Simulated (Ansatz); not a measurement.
# H started in the widest void in zincblende BN, 65 atoms, charge −1

Wanted: geometry, formation energy and gap levels of the defect, compared across PBEsol and HSE06.

Method: density functional theory in Ansatz 0.2.0, PAW datasets, plane waves.

### 1 The system as built

65 atoms (32 B, 32 N, 1 H); a = 7.212 Å, b = 7.212 Å, c = 7.212 Å, α = 90.00°, β = 90.00°, γ = 90.00°. All atoms were shaken off their sites by about 0.02 Å along each axis. Defect site 1: (0.375, 0.375, 0.375).

Steps to follow: (2) PBEsol relaxation at the single k point (¼, ¼, ¼), on 1 × NVIDIA GB300 Max-Q with 8 threads of Arm Neoverse-V2; (3) HSE06 relaxation at the single k point (¼, ¼, ¼), on 1 × NVIDIA GB300 Max-Q with 8 threads of Arm Neoverse-V2.

### 2 PBEsol relaxation in the fixed cell

Contents of in.yaml:

```yaml
crystal:
  lattice:
    - [7.211591, 0.000000, 0.000000]
    - [0.000000, 7.211591, 0.000000]
    - [0.000000, 0.000000, 7.211591]
  atoms:
    - { symbol: B, position: [0.006105, 0.002912, 0.999012] }
    - { symbol: B, position: [0.998685, 0.003138, 0.504251] }
    - { symbol: B, position: [0.998986, 0.501236, 0.000392] }
    - { symbol: B, position: [0.997527, 0.497526, 0.499201] }
    - { symbol: B, position: [0.499073, 0.001380, 0.997707] }
    - { symbol: B, position: [0.498358, 0.001478, 0.504055] }
    - { symbol: B, position: [0.501510, 0.499331, 0.998403] }
    - { symbol: B, position: [0.499852, 0.501495, 0.498394] }
    - { symbol: B, position: [0.252125, 0.245435, 0.997022] }
    - { symbol: B, position: [0.244782, 0.252063, 0.497086] }
    - { symbol: B, position: [0.251697, 0.748931, 0.996000] }
    - { symbol: B, position: [0.254503, 0.751281, 0.500500] }
    - { symbol: B, position: [0.754106, 0.247836, 0.000114] }
    - { symbol: B, position: [0.755150, 0.246555, 0.502136] }
    - { symbol: B, position: [0.747593, 0.746668, 0.003470] }
    - { symbol: B, position: [0.750945, 0.751944, 0.503217] }
    - { symbol: B, position: [0.247581, 0.001151, 0.249112] }
    - { symbol: B, position: [0.252909, 0.994220, 0.745858] }
    - { symbol: B, position: [0.251439, 0.506936, 0.256872] }
    - { symbol: B, position: [0.246318, 0.500442, 0.746152] }
    - { symbol: B, position: [0.747878, 0.996830, 0.249009] }
    - { symbol: B, position: [0.750158, 0.000173, 0.746693] }
    - { symbol: B, position: [0.748381, 0.505893, 0.248625] }
    - { symbol: B, position: [0.749586, 0.496524, 0.752154] }
    - { symbol: B, position: [0.995832, 0.251325, 0.248127] }
    - { symbol: B, position: [0.001769, 0.251133, 0.751515] }
    - { symbol: B, position: [0.999347, 0.750573, 0.251373] }
    - { symbol: B, position: [0.998363, 0.749164, 0.748678] }
    - { symbol: B, position: [0.501885, 0.250690, 0.249110] }
    - { symbol: B, position: [0.503160, 0.247519, 0.753040] }
    - { symbol: B, position: [0.498084, 0.750226, 0.250415] }
    - { symbol: B, position: [0.502995, 0.752766, 0.752667] }
    - { symbol: N, position: [0.126560, 0.125856, 0.122091] }
    - { symbol: N, position: [0.121456, 0.127836, 0.626771] }
    - { symbol: N, position: [0.126473, 0.624515, 0.128118] }
    - { symbol: N, position: [0.125456, 0.627130, 0.625096] }
    - { symbol: N, position: [0.624365, 0.121353, 0.124355] }
    - { symbol: N, position: [0.623861, 0.123726, 0.624322] }
    - { symbol: N, position: [0.629566, 0.628238, 0.128045] }
    - { symbol: N, position: [0.623633, 0.627674, 0.627148] }
    - { symbol: N, position: [0.377821, 0.373010, 0.123699] }
    - { symbol: N, position: [0.371755, 0.376854, 0.626728] }
    - { symbol: N, position: [0.377582, 0.874372, 0.122576] }
    - { symbol: N, position: [0.373241, 0.873374, 0.624240] }
    - { symbol: N, position: [0.874461, 0.375457, 0.125738] }
    - { symbol: N, position: [0.873397, 0.370887, 0.628083] }
    - { symbol: N, position: [0.871638, 0.874945, 0.122828] }
    - { symbol: N, position: [0.872663, 0.873919, 0.628336] }
    - { symbol: N, position: [0.376184, 0.122840, 0.372369] }
    - { symbol: N, position: [0.378816, 0.131629, 0.873662] }
    - { symbol: N, position: [0.373810, 0.627273, 0.380216] }
    - { symbol: N, position: [0.371674, 0.623372, 0.874859] }
    - { symbol: N, position: [0.874791, 0.128042, 0.371946] }
    - { symbol: N, position: [0.878135, 0.120256, 0.870320] }
    - { symbol: N, position: [0.872322, 0.624234, 0.375295] }
    - { symbol: N, position: [0.881855, 0.623787, 0.874567] }
    - { symbol: N, position: [0.125999, 0.370305, 0.373140] }
    - { symbol: N, position: [0.124111, 0.382173, 0.873481] }
    - { symbol: N, position: [0.122110, 0.873043, 0.374059] }
    - { symbol: N, position: [0.125829, 0.876237, 0.874416] }
    - { symbol: N, position: [0.628624, 0.373665, 0.371221] }
    - { symbol: N, position: [0.624329, 0.372958, 0.876777] }
    - { symbol: N, position: [0.629613, 0.875230, 0.374753] }
    - { symbol: N, position: [0.622291, 0.873585, 0.873419] }
    - { symbol: H, position: [0.376103, 0.375613, 0.371239] }
  symmetry: { detect: false }
kpoints:
  mp_grid: { grid: [1, 1, 1], shift: [0.25, 0.25, 0.25] }
hamiltonian:
  xc: pbesol
total_charge: -1
scf:
  occupations: { method: fermi_dirac, width: 0.01 }
relax:
  f_tol: 0.03
  max_steps: 80
  escape_saddle: false
  adjacent_minimum: "off"
output:
  forces: true
  eigenvalues: true
  populations: true
  charged_corrections: { epsilon: 7.1 }
```

The run is started by

```bash
$ ansatz run in.yaml --threads 8 --pin off --max-ram 118750MiB --runs-dir r --events-out ev --progress --plain --backend cuda --devices 0,
```

Further steps of the session: Relaxation of the positions (HSE06).

Before running it: what results should come out? Wanted: for each run, formation energy; host gap; top filled to lowest empty.

As calculated:

```
                           level         time  formation energy (eV)  host gap (eV)  top filled to lowest empty (eV)
              PBEsol, relaxation  3.9 s (GPU)                   8.05           4.26                             3.22
HSE06 (atoms relaxed with HSE06)  9.6 s (GPU)                      -              -                             4.60
```

| quantity | value |
| --- | --- |
| relaxation | 3 recorded steps, 0.00 eV gained |
| largest shift | 0.01 Å (B8 and others alike) |

**In words.** Relaxation gains 0.00 eV, with shifts up to 0.01 Å (B8 and others alike). The host's edges were read at Γ, so band-like levels at this k point need not coincide with them. One k point and a cell of this size can leave errors of several tenths of an eV. The dielectric constant of 7.1 in the correction is an assumed value.
